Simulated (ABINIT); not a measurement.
Runs of ABINIT 10.8.3 (patched build) on PbF2 (Fluorocronite). It takes space group Fm-3m (No. 225, cubic). Conventional cell: a = 5.927 Å, b = 5.927 Å, c = 5.927 Å, α = 90.00°, β = 90.00°, γ = 90.00°. Around Pb (site symmetry m-3m) lie 8 F at 2.57 Å. F (site symmetry -43m) has 4 Pb at 2.57 Å as nearest neighbours. 

| task | level | potentials or basis | k mesh | cutoff (eV) | fine-grid cutoff | mesh quality | gap on the mesh (eV) | pressure (GPa) |
| --- | --- | --- | --- | --- | --- | --- | --- | --- |
| single point | r2SCAN | JTH PAW PBE v2.0 | 6 × 6 × 6 | 762 | 1360.57 eV | not flagged | 4.97 | - |
| single point | r2SCAN | JTH PAW PBE v2.0 | 3 × 3 × 3 | 762 | 1360.57 eV | coarse | 5.14 | - |
| band structure | PBE | JTH PAW PBE v2.0 sp | 8 × 8 × 8 | 626 | 1224.51 eV | not flagged | 4.39 | 1.4 |
| band structure | HCTH407 | JTH PAW PBE v2.0 | 8 × 8 × 8 | 626 | 1224.51 eV | not flagged | (b) | (c) |
| band structure | BP86 | JTH PAW PBE v2.0 | 8 × 8 × 8 | 626 | 1224.51 eV | not flagged | 4.41 | (a) |

Alike in all rows: no spin polarisation; cell as given; smearing fermi-dirac 0.05 eV.

Q: Estimate the missing entries.

A: (a) 2.0; (b) 4.88; (c) 5.9.

Caveats: some runs use coarse meshes; spin-orbit coupling is left out, which as a rule narrows the gap of such compounds by several tenths of an eV; the PAW data sets were made with another functional, which shifts forces and pressure a little (some runs); an odd mesh through Γ misses points on the zone boundary, where band edges often lie (some runs); this set keeps more shells in the core, which shifts pressures and gaps (some runs).

A k mesh can miss the band edges, and the runs leave out spin-orbit coupling on Pb.

Not every run made on this cell is shown here.
